**Q:** I want to dope a single layer of MoTe$_2$. Where in momentum space do the first electrons and the first holes go?

Band valleys of a single layer of MoTe$_2$, from Ansatz 0.2.0 (DFT, PBE with spin-orbit coupling, plane waves and PAW, 420 eV cutoff, geometry not relaxed). The density was converged on a 24×24×1 k mesh and the levels computed on a 42×42×1 mesh. Hole masses are positive, masses over 10 m_e are omitted, and where a spin-orbit pair meets, the mean mass is given.

| row | valley distance from edge (eV) | valley edge | valley place | valley count | valley bands meeting | valley lightest mass (m_e) | valley heaviest mass (m_e) |
| --- | --- | --- | --- | --- | --- | --- | --- |
| 1 | 0.000 | valence | K | 2 | 1 | 0.567 | 0.567 |
| 2 | 0.468 | valence | Gamma | 1 | 2 | n/a | n/a |
| 3 | 0.000 | conduction | K | 2 | 1 | 0.459 | 0.459 |
| 4 | 0.256 | conduction | K-Gamma line | 6 | 1 | 0.410 | 1.293 |
| 5 | 0.344 | conduction | M | 3 | 2 | 1.273 | 1.361 |

**A:** Both go to K, the corner of the hexagonal Brillouin zone. Rows 1 and 3 lie at zero distance from their edges, and both belong to K, so the gap is direct. The zone has six corners, but only two of them are distinct, hence a valley count of 2. For electrons the next valley in the table is row 4, on the line from K to Gamma, 0.256 eV higher.

**Q:** But row 4 has six valleys instead of two, and they are heavier on average. At room temperature, don't the electrons prefer them?

**A:** Two things compete here: how many states a valley offers, and how much energy it costs to reach them. In a layer, the states of a parabolic valley below an energy $E$ fill an ellipse in momentum space. The area of that ellipse grows as $E\sqrt{m_1m_2}$, where $m_1$ and $m_2$ are the lightest and heaviest mass. The number of states per energy is therefore constant and proportional to $\sqrt{m_1m_2}$, times the number of valleys.

For row 4 against row 3 this gives

$$\frac{6\sqrt{0.410\times1.293}}{2\times0.459}\approx4.8 .$$

The energy cost enters through the Boltzmann factor. With a thermal energy of 0.026 eV at 300 K, it is $e^{-0.256/0.02585}\approx5\times10^{-5}$. The product is about $2\times10^{-4}$, so for every ten thousand electrons at K, two or so sit in the six side valleys.

The reason is that the number of states enters as a plain factor, while the offset enters in an exponent. A nearly fivefold advantage in states makes up for only 0.04 eV. The estimate holds for light doping and counts one band per valley. At K the same calculation finds a second band, of opposite spin, only 0.034 eV above the first. If its mass is similar, it holds about a quarter as many electrons as the lower band, far more than the side valleys do.

**Q:** Is it the same for holes?

**A:** It is, and the contrast is sharper. The valence band at Gamma (row 2) is so flat that its mass, left out of the table but found in the same calculation, is about 15 electron masses, and if it is treated as a parabola, it offers some 26 times as many states as K. Yet it lies 0.468 eV below the edge, and on that count its share of the holes is below one in a million. So flat a band is a poor parabola, so read this as negligible rather than as a number. The top valence level at M lies about as deep, slightly above the one at Gamma, and no valence valley is listed there. As with the electrons, the first levels to join in are at K itself, where the band of opposite spin lies 0.219 eV below the edge.

**Q:** Why does row 4 have two different masses, and which one belongs in my mobility model?

**A:** Symmetry decides the first point. The bands around K look the same after a turn by a third of a circle, and a parabola with that symmetry must be round. A valley partway along the line to Gamma has no such protection. It is light along the line and about three times heavier across it.

The second point depends on what you calculate. Counting carriers needs $\sqrt{m_1m_2}$, which is 0.73 for row 4. Conduction adds up the inverse masses, because the light direction carries more current. For equal scattering times, that gives a transport mass of $2/(1/m_1+1/m_2)\approx0.62$. At K the distinction vanishes.

**Q:** At K the hole is heavier than the electron, 0.567 against 0.459. What sets these masses?

**A:** In the standard picture, it is mostly the two band edges pushing each other apart. Away from K the two states mix, and mixed levels repel: the upper one bends up and the lower one bends down. The bending is stronger when the gap is small, which is why narrow gaps tend to go with light carriers.

This repulsion adds the same amount to both inverse masses, so it cancels in their difference, which then tests the rest of the picture. If repulsion between the two edges were everything, the difference would be 0. Adding the kinetic energy of a free electron, which bends both bands upward, makes it 2 in units of the inverse electron mass. The table gives $1/0.459-1/0.567\approx0.4$. Neither two-band version is right, so other bands must contribute; the masses alone do not tell which ones.

It is tempting to use the picture to correct the masses for the PBE gap, which is too small. Suppose the gap at K were a tenth wider, the coupling between the edges unchanged, and that coupling alone set the mean of the two inverse masses: both masses would then rise by roughly a tenth. The fixed coupling is the weak assumption. In a single layer much of the missing gap is expected to come from weakly screened long-range exchange, which lifts the empty bands almost rigidly; the coupling then grows along with the gap, and the masses hardly move or even fall. The tenth measures how sensitive the masses are, not which way a better theory would shift them.

**Q:** What would change if spin-orbit coupling were switched off, or if tungsten replaced molybdenum?

**A:** In the standard picture, the valence states at K are mostly metal $d$ orbitals that circulate around the atom, with some tellurium $p$ mixed in. Their orbital motion couples to the spin and splits the pair by the 0.219 eV mentioned above; since tellurium is heavy, its small admixture is expected to supply a sizeable part of that. At Gamma the pair stays together.

To first order, switching the coupling off puts both partners at their mean, so the valence edge at K sinks by half the splitting. Gamma would then lie about 0.36 eV below the edge instead of 0.468 eV. This leaves Gamma itself in place. The next level there is only 0.434 eV lower, and the coupling is expected to push the pair up from such levels, so without it Gamma may lie somewhat deeper than this estimate. K would still win, by a smaller margin. Tungsten is heavier and couples more strongly, so this effect on its own would lift the K edge further above Gamma.

**Q:** Which digits may I put into a device simulation?

**A:** For the masses at K, I would enter two digits and treat them as good to a tenth at best. At fixed coupling a gap only a tenth wider would already shift them by about that much; PBE may miss the gap by more, and the direction of the true correction is open. The offsets need more care, because they sit in the exponent: an error of 0.05 eV changes a population ratio about sevenfold. Such an error is conceivable, since PBE can misplace one valley against another and the atoms were not relaxed. The forces push the tellurium outward, and the offsets between valleys are known to respond to thickness and strain.

So use the $2\times10^{-4}$ for row 4 as an order of magnitude. That K holds most of the electrons is much safer, because the side valleys would have to drop by $0.256-0.040\approx0.22$ eV to hold as many electrons as the lower K band. Keep this to the single layer, though: stacking layers into a crystal raises the valence band at Gamma and lowers the side valleys. The output below lists the population estimate for every valley and the two-band comparison at K.

Numerical output:

```
Valley masses in m_e:
  row  density-of-states mass of one valley  mass times valleys and bands  transport mass  heavy over light
    1                                 0.567                         1.134           0.567                 1
    2                                 15.01                         30.03           15.01                 1
    3                                 0.459                         0.918           0.459                 1
    4                                0.7281                         4.369          0.6226             3.154
    5                                 1.316                         7.898           1.316             1.069
Populations at 300 K relative to the K valley of the same edge:
  row  density of states ratio  population ratio  offset for equal population (eV)
    1                        1                 1                                 0
    2                    26.48         3.638e-07                            0.0847
    3                        1                 1                                 0
    4                    4.759         0.0002382                           0.04033
    5                    8.603         1.431e-05                           0.05564
Thermal energy at 300 K (eV): 0.02585
Upper conduction partner at K, population relative to the lower one, equal masses assumed: 0.2684
Lower valence partner at K, hole population relative to the upper one, equal masses assumed: 0.0002094
Electrons that fill the lower K band up to its partner (10^12 per cm2): 6.519
Factor in a population ratio for an offset error of 0.05 eV: 6.918
Axis ratio of the elliptic energy contour of the K-Gamma valley: 1.776
Hole mass over electron mass at K: 1.235
Inverse electron mass less inverse hole mass at K (1/m_e), two-band models give 0 or 2: 0.415
Electron mass at K if the gap were 10 percent wider at fixed coupling (m_e): 0.5001
Hole mass at K if the gap were 10 percent wider at fixed coupling (m_e): 0.6311
Estimated distance of Gamma from the valence edge without spin-orbit coupling (eV): 0.3585
Estimated gap at K without spin-orbit coupling (eV): 1.04
```
